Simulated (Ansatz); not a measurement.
# Dielectric response of KF (001) films, part 6 of 6

Aim: the electronic and static ε of rocksalt KF (001) from films of three thicknesses in a field.

Ansatz 0.2.0; plane-wave DFT, PBE, Ansatz PAW (the session's first sound run).

So far. Step 31 (The bulk with HSE06, k-mesh 6×6×6): The gap is 8.16 eV. Step 32 (Band edges against the vacuum, levels HSE06): The program warns that the averaged potential varies by 0.21 eV in the slab's middle, which these edges carry as an error.

**33. A changed input**

This step: plane-wave DFT, PBE, Ansatz PAW (Ansatz 0.2.0).

System of this step: KF (001), 3 units. The cell holds 6 atoms: 3 K and 3 F. Its edges and angles: a = 3.783 Å, b = 3.783 Å, c = 23.350 Å, α = 90.0°, β = 90.0°, γ = 90.0°. It derives from KF (rocksalt KF). Vacuum lies along c.

An input spoilt on purpose, to show how the run answers: it repeats the earlier run at 0.05 V/Å, 3 units with efield.amplitude from 0.05 to 1.5, and scf.max_iter set to 100.

The input, input.yaml:

```yaml
crystal:
  lattice:
    - [3.78302128, 0.0, 0.0]
    - [0.0, 3.78302128, 0.0]
    - [0.0, 0.0, 23.35]
  atoms:
    - { symbol: K, position: [0.5, 0.5, 0.3838057497] }
    - { symbol: F, position: [0.0, 0.0, 0.3846992751] }
    - { symbol: K, position: [0.0, 0.0, 0.4999999962] }
    - { symbol: F, position: [0.5, 0.5, 0.4999999972] }
    - { symbol: K, position: [0.5, 0.5, 0.6161942593] }
    - { symbol: F, position: [0.0, 0.0, 0.6153007224] }
kpoints:
  mp_grid: { grid: [8, 8, 1] }
hamiltonian:
  xc: pbe
scf:
  occupations: { method: fixed }
  convergence: { dr2_threshold: 1.0e-10 }
  max_iter: 100
efield:
  axis: 3
  dipole_correction: true
  ramp_position: 0.97
  ramp_width: 0.06
  amplitude: 1.5
output:
  write_potential: true
  write_density: true
  volumetric_format: npy
```

On the command line:

```sh
> ansatz run input.yaml --threads 4 --pin off --max-ram 8192MiB --backend cpu --events-out ev --progress --plain --runs-dir out
```

Numbers of over 12 decimals in the logs are rounded to 6 here.

The program printed:

```text
Engine: ansatz 0.2.0, aarch64-unknown-linux-gnu
Pseudopotentials: kind: paw
Pseudopotential: K, paw, valence charge 9, recommended cutoff 420 eV (normal), K.paw.azcp
Pseudopotential: F, paw, valence charge 7, recommended cutoff 420 eV (normal), F.paw.azcp
Functional definition: PBE
  parameter kappa = 0.804
  parameter beta = 0.066725
  exchange = pbe_x(kappa = kappa, mu = beta*pi^2/3)
  correlation = pbe_c(beta = beta)
Crystal: 6 atoms, lattice volume = 334.168 Å³
Basis set: ecut = 420 eV, 6495 PW (Γ)
Bands: 30, of which v1, the nominal top of the filled ones, is band 24 counted from 1 (23 counted from 0)
Symmetry: 8 space group operations
k-points: 15 of 64
Non-local potential: K, projectors of the file, l = 0: 3, l = 1: 2, l = 2: 2
Non-local potential: F, projectors of the file, l = 0: 2, l = 1: 2, l = 2: 1
PAW form: soft (Blöchl's): semilocal exchange-correlation on the pseudo side does not see the compensation charge
PAW one-centre angular grid: K, 110 points (default); XC on 64 Gauss nodes
PAW one-centre angular grid: F, 110 points (default); XC on 64 Gauss nodes
Initial density: superposition of atomic densities (neutral atoms: chi_scale 0, normalization atom, screened)
Initial wavefunctions: pseudopotential atomic-orbital guess
Functional: x = pbe(κ = 0.804, μ = 0.219515), c = pbe(β = 0.066725)
SCF iter   1: F=—  HF=-7052.288414 eV  |F-HF|=—  |Δ(HF+E_count)|=         —  Δρ=6.08e-2  dr2=1.52e1  ethr=3.10e-3  p=1.386 e·Å  D=7.51e-1 V/Å  ΔV_dip=-17.53 eV  dr2_dipole=5.35e-1  V_vac-E_F(+/−)=22.34/12.04 eV  ⟨swp⟩=6.9  Hψ=1967  notcnv=0  defer=55
efield: sawtooth ramp at fractional position 0.9700 (set: `efield.ramp_position`, or a place that a band, a saddle search or an elastic batch's reference lends), width 0.0600; the density the first Hamiltonian is built on has a dipole p = 1.386 e·Å; the dipole correction subtracts the counter field D = 7.51e-1 V/Å, which shifts the + side's vacuum level by -17.53 eV against the − side's; the planar-averaged density in the ramp window peaks in size at 6.7e-3 e/Å³
preconditioner: auto → Resta (q_TF=auto, 1.974 Å⁻¹)  ε∞=1.6  [insulator: Δε(μ)=8.524 eV  Ē_g=17.373 eV  n_scr=42 (ndim 8)  ℏωp=13.2 eV  f_vac=0.577  ε∞_Penn≈1.6  vacuum switching on, ρ_ref=2.2e-2 e/Å³]
SCF iter   2: F=—  HF=-7047.224871 eV  |F-HF|=—  |Δ(HF+E_count)|=    5.06e0  Δρ=4.01e-2  dr2=2.39e0  ethr=3.10e-3  p=0.810 e·Å  D=4.39e-1 V/Å  ΔV_dip=-10.25 eV  dr2_dipole=3.32e-2  V_vac-E_F(+/−)=17.36/0.04 eV  ⟨swp⟩=4.3  Hψ=1237  notcnv=0  defer=58  κ⁻¹=1.0e0(r=1)
SCF iter   3: F=—  HF=-7046.644891 eV  |F-HF|=—  |Δ(HF+E_count)|=   5.80e-1  Δρ=1.35e-2  dr2=2.12e0  ethr=3.10e-3  p=0.693 e·Å  D=3.75e-1 V/Å  ΔV_dip=-8.76 eV  dr2_dipole=1.45e0  V_vac-E_F(+/−)=17.79/-0.91 eV  ⟨swp⟩=2.6  Hψ=958  notcnv=0  defer=56  κ⁻¹=2.4e-1(r=2)
[...]
SCF iter   8: F=—  HF=-7046.576565 eV  |F-HF|=—  |Δ(HF+E_count)|=   1.12e-2  Δρ=2.63e-3  dr2=1.29e-1  ethr=2.92e-4  p=0.853 e·Å  D=4.62e-1 V/Å  ΔV_dip=-10.79 eV  dr2_dipole=8.26e-2  V_vac-E_F(+/−)=16.75/0.03 eV  ⟨swp⟩=2.0  Hψ=493  notcnv=0  defer=60  κ⁻¹=7.8e-6(r=7)
SCF iter   9: F=—  HF=-7046.568091 eV  |F-HF|=—  |Δ(HF+E_count)|=   8.47e-3  Δρ=2.49e-3  dr2=1.19e-1  ethr=2.69e-4  p=0.841 e·Å  D=4.55e-1 V/Å  ΔV_dip=-10.63 eV  dr2_dipole=7.68e-2  V_vac-E_F(+/−)=16.73/-0.15 eV  ⟨swp⟩=1.2  Hψ=563  notcnv=0  defer=56  κ⁻¹=1.3e-6(r=8)
[...]
SCF iter  94: F=—  HF=-7046.559203 eV  |F-HF|=—  |Δ(HF+E_count)|=   3.55e-6  Δρ=9.18e-4  dr2=1.64e-2  ethr=2.89e-5  p=0.817 e·Å  D=4.42e-1 V/Å  ΔV_dip=-10.33 eV  dr2_dipole=1.06e-2  V_vac-E_F(+/−)=16.71/-0.46 eV  ⟨swp⟩=1.2  Hψ=474  notcnv=0  defer=45  κ⁻¹=3.6e-11(r=8)
SCF iter  95: F=—  HF=-7046.559168 eV  |F-HF|=—  |Δ(HF+E_count)|=   3.46e-5  Δρ=9.16e-4  dr2=1.63e-2  ethr=2.89e-5  p=0.817 e·Å  D=4.42e-1 V/Å  ΔV_dip=-10.33 eV  dr2_dipole=1.06e-2  V_vac-E_F(+/−)=16.71/-0.46 eV  ⟨swp⟩=1.3  Hψ=455  notcnv=0  defer=43  κ⁻¹=8.9e-7(r=8)
SCF iter  96: F=—  HF=-7046.723294 eV  |F-HF|=—  |Δ(HF+E_count)|=   1.64e-1  Δρ=2.57e-2  dr2=1.31e1  ethr=2.89e-5  p=0.744 e·Å  D=4.03e-1 V/Å  ΔV_dip=-9.40 eV  dr2_dipole=8.55e0  V_vac-E_F(+/−)=16.64/-1.40 eV  ⟨swp⟩=3.5  Hψ=734  notcnv=0  defer=60  κ⁻¹=1.6e-12(r=8)
SCF iter  97: F=—  HF=-7046.564468 eV  |F-HF|=—  |Δ(HF+E_count)|=   1.59e-1  Δρ=4.47e-3  dr2=3.87e-1  ethr=2.89e-5  p=0.807 e·Å  D=4.37e-1 V/Å  ΔV_dip=-10.21 eV  dr2_dipole=2.51e-1  V_vac-E_F(+/−)=16.70/-0.58 eV  ⟨swp⟩=3.1  Hψ=740  notcnv=0  defer=60  κ⁻¹=9.5e-13(r=8)
SCF iter  98: F=—  HF=-7046.558048 eV  |F-HF|=—  |Δ(HF+E_count)|=   6.42e-3  Δρ=8.53e-4  dr2=1.40e-2  ethr=2.89e-5  p=0.813 e·Å  D=4.40e-1 V/Å  ΔV_dip=-10.28 eV  dr2_dipole=9.12e-3  V_vac-E_F(+/−)=16.70/-0.51 eV  ⟨swp⟩=18.8  Hψ=3699  notcnv=0  κ⁻¹=7.9e-13(r=8)
SCF iter  99: F=—  HF=-7046.558503 eV  |F-HF|=—  |Δ(HF+E_count)|=   4.55e-4  Δρ=8.80e-4  dr2=1.54e-2  ethr=2.89e-5  p=0.815 e·Å  D=4.41e-1 V/Å  ΔV_dip=-10.31 eV  dr2_dipole=1.00e-2  V_vac-E_F(+/−)=16.71/-0.48 eV  ⟨swp⟩=5.2  Hψ=1293  notcnv=0  κ⁻¹=1.5e-12(r=8)
SCF iter 100: F=—  HF=-7046.560231 eV  |F-HF|=—  |Δ(HF+E_count)|=   1.73e-3  Δρ=4.43e-3  dr2=3.81e-1  ethr=2.89e-5  p=0.811 e·Å  D=4.39e-1 V/Å  ΔV_dip=-10.25 eV  dr2_dipole=2.47e-1  V_vac-E_F(+/−)=16.70/-0.53 eV  ⟨swp⟩=6.6  Hψ=1637  notcnv=0  κ⁻¹=1.5e-12(r=8)
WARN: efield: at this solve's end the planar-averaged density reaches 1.27e-3 e/Å³ inside the ramp window [0.9272, 0.1642] (bound 1e-5 e/Å³); the window's nearer edge stands 5.13 Å from this solve's nearest atom along the axis. Its free energy, forces, stress, dipole, levels and responses can be off, and this figure does not tell by how much. The cell may have no vacuum along `efield.axis`. A short vacuum, a low `basis.ecutwfc` or `basis.ecutrho_ratio` and negative occupations (`scf.occupations.method`) can put density there. See the manual's quickstart, § The vacuum guard
Error: did not converge after 100 iterations: dr2 = 3.81e-1 (threshold 1.00e-10), under the density mixer `broyden`, which `scf.mixing.algorithm: auto` chose by the deck's other keys (type `scf.mixing.algorithm: broyden` to keep it); at k-index 0, counted from 0 in this SCF's own list of k-points, the highest band that the last eigensolve's fill by count filled, -3.084088 eV, and the lowest that it left empty, -3.084 [...]
```

It took 20 s on 4 threads of Arm Neoverse V1, shared host; peak memory 0.49 GiB.

Residual by cycle:

cycle, log10 residual and a bar from the least value:
```
        1        1.2 ##############################
       10       -1.7 ##
       19       -1.7 #
       28       -1.8 
       37        1.1 #############################
       46       -1.8 
       55       -1.8 
       64       -0.4 ##############
       73       -0.4 ##############
       82       -0.9 #########
       91       -1.8 #
      100       -0.4 ##############
```

The run stopped without converging, so none of its numbers is a property of the system.

After 100 cycles the residual stands at 0.38, against 0.014 at cycle 51 and a least value of 0.014. The cap of 100 cycles in the input ended the loop.

The program's message: “Error: did not converge after 100 iterations: dr2 = 3.81e-1 (threshold 1.00e-10), under the density mixer `broyden`, which `scf.mixing.algorithm: auto` chose by the deck's other keys (type `scf.mixing …”

The fault put into the input: a field far too strong.

**34. Varying the input**

This step: plane-wave DFT, PBE, Ansatz PAW, but for the change named below (Ansatz 0.2.0).

Another changed input: it repeats the earlier run at 0.05 V/Å, 3 units with basis.ecutwfc to 25.7 Ry, hamiltonian.xc from pbe to revpbe and magnetization to spin_polarized: true.

input.yaml, as its differences from that of step 33:

```diff
@@ -15,3 +15,3 @@
 hamiltonian:
-  xc: pbe
+  xc: revpbe
 scf:
@@ -19,3 +19,2 @@
   convergence: { dr2_threshold: 1.0e-10 }
-  max_iter: 100
 efield:
@@ -25,3 +24,3 @@
   ramp_width: 0.06
-  amplitude: 1.5
+  amplitude: 0.05
 output:
@@ -30 +29,5 @@
   volumetric_format: npy
+basis:
+  ecutwfc: "25.7 Ry"
+magnetization:
+  spin_polarized: true
```

The program printed:

```text
Warning: basis.ecutwfc = 349.666313 eV is below the records' recommended 420 eV, and the density's cutoff is lower with it unless basis.ecutrho_ratio is high enough to keep the records' density cutoff: compare with a run at a higher cutoff
[...]
Crystal: 6 atoms, lattice volume = 334.168 Å³
Basis set: ecut = 349.666313 eV, 4915 PW (Γ)
Bands: 30, of which v1, the nominal top of the filled ones, is band 24 counted from 1 (23 counted from 0)
Symmetry: 8 space group operations
k-points: 15 of 64
[...]
SCF iter   1: F=—  HF=-7064.233021 eV  |F-HF|=—  |Δ(HF+E_count)|=         —  Δρ=2.94e-2 (↑2.94e-2 ↓2.94e-2)  dr2=1.39e1  dr2_m=0.00e0  M=0.000 μB ∫|m|=0.000 μB  β_m=0.30  ethr=3.10e-3  p=0.035 e·Å  D=1.90e-2 V/Å  ΔV_dip=-0.44 eV  dr2_dipole=3.05e-4  V_vac-E_F(+/−)=13.80/13.18 eV  ⟨swp⟩=5.6  Hψ=1608  notcnv=0  defer=52
[...]
spin=Collinear: Resta preconditioning applied to the charge; magnetization (m = ρ↑ − ρ↓) channel mixes plain (no charge-response kernel on spin).
SCF iter   2: F=—  HF=-7060.124950 eV  |F-HF|=—  |Δ(HF+E_count)|=    4.11e0  Δρ=8.83e-3 (↑8.83e-3 ↓8.83e-3)  dr2=2.10e0  dr2_m=0.00e0  M=0.000 μB ∫|m|=0.000 μB  β_m=0.30  ethr=3.10e-3  p=0.028 e·Å  D=1.49e-2 V/Å  ΔV_dip=-0.35 eV  dr2_dipole=1.02e-4  V_vac-E_F(+/−)=10.03/9.32 eV  ⟨swp⟩=2.4  Hψ=967  notcnv=0  defer=47  κ⁻¹=1.0e0(r=1)
[...]
SCF iter  14: F=-7059.491772 eV  HF=-7059.491772 eV  |F-HF|=3.73e-11  |Δ(HF+E_count)|=  5.21e-10  Δρ=6.37e-8 (↑6.37e-8 ↓6.37e-8)  dr2=2.71e-11  dr2_m=0.00e0  M=0.000 μB ∫|m|=0.000 μB  ethr=1.00e-12  p=0.017 e·Å  D=8.94e-3 V/Å  ΔV_dip=-0.21 eV  dr2_dipole=8.41e-14  V_vac-E_F(+/−)=6.16/5.31 eV  ⟨swp⟩=10.4  Hψ=2189  notcnv=0
SCF 1 converged in 14 iterations: F = -7059.491772 eV  dr2 = 2.71e-11
[...]
this state was not tested for a lower state beside it, because the mixer in use, unlike msr1, does not test its closes by its own steps (another_mixer; see scf.mixing.algorithm and scf.lower_state_search)
SCF converged after 14 iterations
Magnetization: 0.0000 μB (24.0000 up, 24.0000 down)
Absolute magnetization: 0.0000 μB (∫|ρ↑−ρ↓|)
[...]
Per-site moments (μB) at R_I (Å): [(0.0, 1.103471), (0.0, 1.103471), (0.0, 1.103438), (0.0, 1.103438), (0.0, 1.103471), (0.0, 1.103471)]
Free energy (F): -7059.491772 eV
[...]
Internal energy: -7059.491772 eV  (E = F + TS)
E sigma→0 (E₀):  -7059.491772 eV
Fermi energy:    -3.153294 eV
Dipole field:    D = 0.008940 V/Å  (p = 0.016509 e·Å, saw-weighted, corrected)
Work function:   not extracted (applied field tilts the vacuum); planar V_es + V_field profile in the machine report
[...]
--- Band table (eV; the first three rows and the last of 30) ---
  k-point 0 ↑: bands = [... 20 lower, -3.2891, -3.2891, -3.1533, -3.1533, 1.7202, 2.0816, 2.6228, 3.5386, ... 2 higher]
  k-point 1 ↑: bands = [... 20 lower, -3.3336, -3.3100, -3.2416, -3.1976, 1.8922, 2.2542, 2.7962, 3.7108, ... 2 higher]
  k-point 2 ↑: bands = [... 20 lower, -3.4397, -3.4391, -3.3127, -3.3033, 2.3894, 2.7513, 3.3028, 4.2117, ... 2 higher]
  k-point 14 ↓: bands = [... 20 lower, -3.4003, -3.2683, -3.2683, -3.2407, 5.2554, 5.2554, 5.9147, 5.9147, ... 2 higher]
```

Wall time 4.5 s (4 threads); peak memory 0.59 GiB.

```
                     quantity  this run  earlier run  difference
dipole along the normal (e·Å)   0.01651      0.01665     -1.4e-4
       gap on the k-mesh (eV)     4.873        5.022       -0.15
```

What moves beyond 0.01 in its unit (for the dipole 0.5 % and 5e-5 e·Å): gap on the k-mesh (-0.149 eV) and dipole along the normal (-0.00014 e·Å).

The change shows in the results, which are not taken further.

**35. Outcome**

| Property | Result |
| --- | --- |
| electronic ε from the thickness series | 1.97 |
| static ε from the thickness series | 7.06 |
| local electronic ε, middle of 8 units | 1.97 |
| ionisation energy, levels by PBE | 6.05 eV |
| electron affinity, levels by PBE | -0.109 eV |
| ionisation energy, levels by HSE06 | 7.64 eV |
| electron affinity, levels by HSE06 | -0.517 eV |

In words: The films give an electronic ε of 1.97 and a static ε of 7.06. The slope of the series and the field inside the thickest film give 1.97 and 1.97, in agreement. Ions raise ε from 1.97 to 7.06. HSE06 levels deepen the valence edge by 1.59 eV on the same PBE surface dipole. The bulk conduction edge lies above the vacuum level: a negative electron affinity. The alignment warns that the averaged potential still varies by 0.21 eV in the slab's middle, which the band edges carry as an error. The in-plane lattice constants are held at typed bulk values. Semilocal functionals tend to overestimate the electronic ε a little.

[Logs are printed without paths, hosts, clocks, repeated set-up lines and the standing remarks that a program may print on its own settings, such as how far it seeks lower states.]

[Hosts, paths, dates, database ids (printed as entryN), source tags and the programs' standing remarks are cut or masked in the printed files.]

[Maps of the electrostatic potential energy from Ansatz leave out the sawtooth potential of an applied field or a dipole correction, so their vacuum need not be flat; planar profiles and work functions include it.]
